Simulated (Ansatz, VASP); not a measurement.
Sn: VASP beside Ansatz

The input INCAR:

```
SYSTEM = Sn
ALGO     = Fast           ! electronic algorithm
EDIFF    = 1E-7           ! SCF threshold, eV
ENCUT    = 520            ! plane-wave cutoff, eV
GGA      = CA             ! functional
ISIF     = 2              ! what is computed and relaxed
ISMEAR   = 0              ! smearing method
LASPH    = .TRUE.         ! aspherical terms in the spheres
LCHARG   = .TRUE.         ! write CHGCAR
LELF     = .TRUE.         ! ELF
LREAL    = .FALSE.        ! projectors in reciprocal space
LVHAR    = .TRUE.       
LWAVE    = .FALSE.        ! write WAVECAR
NBANDS   = 13             ! bands
NELM     = 100            ! most SCF steps
PREC     = Accurate       ! precision mode
SIGMA    = 0.15           ! smearing width, eV
```

The input KPOINTS:

```
k-points
0
G
  18 18 18
  0 0 0
```

POSCAR

```
Sn
1.0
   -1.8946518192      1.8946518192      2.0841170011
    1.8946518192     -1.8946518192      2.0841170011
    1.8946518192      1.8946518192     -2.0841170011
Sn
1
Direct
    0.0000000000      0.0000000000      0.0000000000
```

Input for Ansatz:

```yaml
crystal:
  lattice:
    - [-1.8946518192, 1.8946518192, 2.0841170011]
    - [1.8946518192, -1.8946518192, 2.0841170011]
    - [1.8946518192, 1.8946518192, -2.0841170011]
  atoms:
    - { symbol: Sn, position: [0.0, 0.0, 0.0] }
basis:
  ecutwfc: 420
kpoints:
  mp_grid: { grid: [18, 18, 18] }
hamiltonian:
  xc: lda
scf:
  occupations: { method: gaussian, width: 0.15 }
output:
  forces: true
  stress: true
  eigenvalues: true
```

Change from the starting cell: strain +0.1000 x Voigt [0, 0, 1, 0, 0, 0], atoms carried along.

Alike in both runs: task single point; functional LDA; k mesh 18 × 18 × 18; occupations gaussian, width 0.15 eV; no spin polarisation.

|  | VASP | Ansatz |
| --- | --- | --- |
| version | VASP 6.6.1 | Ansatz 0.2.0 |
| potentials or method | VASP PAW LDA potentials, release 64 (Sn_d) | scalar-relativistic, plane waves, PAW |
| plane-wave cutoff (eV) | 520 | 420 |
| valence electrons in the cell | 14 | 14 |

|  | VASP | Ansatz | Ansatz less VASP |
| --- | --- | --- | --- |
| gap on the k mesh at the Fermi level (eV) | none | none | - |
| pressure (GPa) | -6.5 | -6.5 | +0.04 |
| largest component of the traceless stress (GPa) | 0.44 | 0.44 | +0.007 |

A gap of «none» marks a metal or a gap that the smearing closes.
